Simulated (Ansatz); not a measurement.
## TiSi2: what changed settings do

All trials start from this Ansatz input:

```yaml
crystal:
  lattice:
    - [-1.472872, 1.71213, 4.212083]
    - [1.472872, -1.71213, 4.212083]
    - [1.472872, 1.71213, -4.212083]
  atoms:
    - { symbol: Ti, position: [0.0, 0.0, 0.0] }
    - { symbol: Si, position: [0.329922, 0.329922, 0.0] }
    - { symbol: Si, position: [0.670078, 0.670078, 0.0] }
basis:
  ecutwfc: 420
kpoints:
  mp_grid: { grid: [6, 6, 6] }
hamiltonian:
  xc: pbe
scf:
  occupations: { method: gaussian, width: 0.1 }
output:
  forces: true
  stress: true
  eigenvalues: true
```

Command:

```bash
ansatz run input.yaml --threads 1 --pin off --max-ram 1331MiB --backend cpu --events-out ev --progress --plain --runs-dir out
```

The run converges in 6 SCF iterations on 46 irreducible k-points: pressure 0.44 GPa, largest force 0.171 eV/Å, no gap.

Settings here are deliberately varied, not converged. Each trial's input is given as a difference from the reference's; energies are extrapolated to zero smearing where there is one, and pressure is positive in compression. Charged cells sit in a uniform background, and their pressures hang on that convention.

Problem. Trial 1:

```diff
-basis:
-  ecutwfc: 420
+basis: {}
 hamiltonian:
+  dispersion: none
 scf:
+  mixing: { globalisation: backtrack }
+  initial_density: { chi_scale: 0, normalization: atom }
+  max_iter: 91
```

How does this run end?

Solution. The run converges in 7 SCF iterations on 46 irreducible k-points: pressure 0.44 GPa, largest force 0.171 eV/Å, no gap.

Problem. Trial 2:

```diff
 scf:
-  occupations: { method: gaussian, width: 0.1 }
+  occupations: { method: methfessel_paxton, width: "0.02 Ry" }
+  mixing:
+    algorithm: broyden
+    beta: 0.088
+    ndim: 1
+    preconditioner: local_kerker
+  max_iter: 57
+accuracy: medium
```

What happens?

Solution. The run converges in 23 SCF iterations on 46 irreducible k-points: energy 0.58 meV per atom below the reference, pressure 0.41 GPa, largest force 0.166 eV/Å, no gap.

Problem. Trial 3:

```diff
+total_charge: 0.5
 basis:
-  ecutwfc: 420
+  ecutwfc: "30 Ry"
+  ecutrho_ratio: 8
 kpoints:
-  mp_grid: { grid: [6, 6, 6] }
+  mp_grid: { grid: [1, 5, 2] }
 hamiltonian:
-  xc: pbe
+  xc: blyp
 scf:
+  mixing: { beta: 0.042, preconditioner: local_kerker }
+  max_iter: 20
 output:
+  dos: { projected: true }
+  populations: true
+accuracy: low
```

What happens?

Solution. The run converges in 9 SCF iterations on 6 irreducible k-points: pressure 18.43 GPa (with the neutralising background of the charged cell), largest force 0.772 eV/Å, no gap. It warns that the cutoff lies under the recommended one, 420 eV for these potentials; that the mesh lowers the symmetry. Forces of BLYP on these PAW sets can be off by 10 %.

Problem. Trial 4:

```diff
 crystal:
+  symmetry: { detect: true }
 kpoints:
-  mp_grid: { grid: [6, 6, 6] }
+  mp_grid: { grid: [3, 6, 1] }
 hamiltonian:
+  dispersion: d3bjatm
 output:
+  dos: { method: smearing }
```

What happens?

Solution. The run converges in 6 SCF iterations on 10 irreducible k-points: pressure -5.28 GPa, largest force 0.863 eV/Å, no gap. It warns that the mesh lowers the symmetry.

Problem. Trial 5 (one atom moved):

```diff
 crystal:
   atoms:
-    - { symbol: Si, position: [0.329922, 0.329922, 0.0] }
+    - { symbol: Si, position: [0.344523695, 0.329922, 0.014601695] }
 kpoints:
-  mp_grid: { grid: [6, 6, 6] }
+  mp_grid: { kspacing: 0.68 }
 hamiltonian:
-  xc: pbe
+  xc: pbesol
+  dispersion: d3bj
 scf:
+  lower_state_search: "off"
+  n_extra_bands: 1
```

What does the program give?

Solution. The run converges in 6 SCF iterations on 39 irreducible k-points: pressure -9.04 GPa, largest force 0.246 eV/Å, no gap.

Problem. Trial 6 (volume scaled):

```diff
 crystal:
   lattice:
-    - [-1.472872, 1.71213, 4.212083]
-    - [1.472872, -1.71213, 4.212083]
-    - [1.472872, 1.71213, -4.212083]
+    - [-1.3127320604, 1.5259764206, 3.7541187525]
+    - [1.3127320604, -1.5259764206, 3.7541187525]
+    - [1.3127320604, 1.5259764206, -3.7541187525]
```

What happens?

Solution. The run converges in 6 SCF iterations on 46 irreducible k-points: energy 961 meV per atom above the reference, pressure 99.34 GPa, largest force 0.322 eV/Å, no gap.

Problem. Trial 7:

```diff
 kpoints:
-  mp_grid: { grid: [6, 6, 6] }
+  mp_grid: { kspacing: 0.33 }
 scf:
-  occupations: { method: gaussian, width: 0.1 }
+  occupations: { method: fermi_dirac, width: "0.02 Ry" }
```

What happens?

Solution. The run converges in 6 SCF iterations on 125 irreducible k-points: energy 4.21 meV per atom above the reference, pressure 1.10 GPa, largest force 0.033 eV/Å, no gap.

Problem. Trial 8:

```diff
 kpoints:
-  mp_grid: { grid: [6, 6, 6] }
+  mp_grid: { grid: [2, 2, 2] }
 scf:
+  lower_state_search: "off"
```

What happens?

Solution. The run converges in 7 SCF iterations on 5 irreducible k-points: energy 212 meV per atom below the reference, pressure -3.57 GPa, largest force 0.760 eV/Å, no gap.

Problem. Trial 9 (origin moved):

```diff
 crystal:
   atoms:
-    - { symbol: Ti, position: [0.0, 0.0, 0.0] }
-    - { symbol: Si, position: [0.329922, 0.329922, 0.0] }
-    - { symbol: Si, position: [0.670078, 0.670078, 0.0] }
+    - { symbol: Ti, position: [0.653, 0.357, 0.156] }
+    - { symbol: Si, position: [0.982922, 0.686922, 0.156] }
+    - { symbol: Si, position: [1.323078, 1.027078, 0.156] }
+total_charge: -2
 basis:
-  ecutwfc: 420
+  ecutwfc: "28 Ry"
 kpoints:
-  mp_grid: { grid: [6, 6, 6] }
+  mp_grid: { kspacing: 0.72 }
 output:
-  forces: true
-  stress: true
+  forces: false
+  stress: false
+  dos: { projected: true }
```

What does the program give?

Solution. The run converges in 11 SCF iterations on 18 irreducible k-points: no gap. It warns that the cutoff lies under the recommended one, 420 eV for these potentials.

Problem. Trial 10:

```diff
 scf:
-  occupations: { method: gaussian, width: 0.1 }
+  occupations: { method: gaussian, width: 0.14 }
```

How does this run end?

Solution. The run converges in 6 SCF iterations on 46 irreducible k-points: energy 0.23 meV per atom below the reference, pressure 0.45 GPa, largest force 0.167 eV/Å, no gap.

Problem. Trial 11:

```diff
 hamiltonian:
+  hubbard: { sites: [{ species: Ti, l: d, u_eff: 2.8 }] }
+  dispersion: d3bj
 output:
-  forces: true
+  forces: false
```

How does this run end?

Solution. The run converges in 8 SCF iterations on 46 irreducible k-points: pressure -3.55 GPa, no gap. It warns that the count of filled bands differs between k-points. Under a U the state reached may not be the lowest.

Problem. Trial 12:

```diff
 output:
-  forces: true
-  stress: true
+  forces: false
+  stress: false
```

What happens?

Solution. The run converges in 6 SCF iterations on 46 irreducible k-points: energy 0.01 meV per atom below the reference, no gap.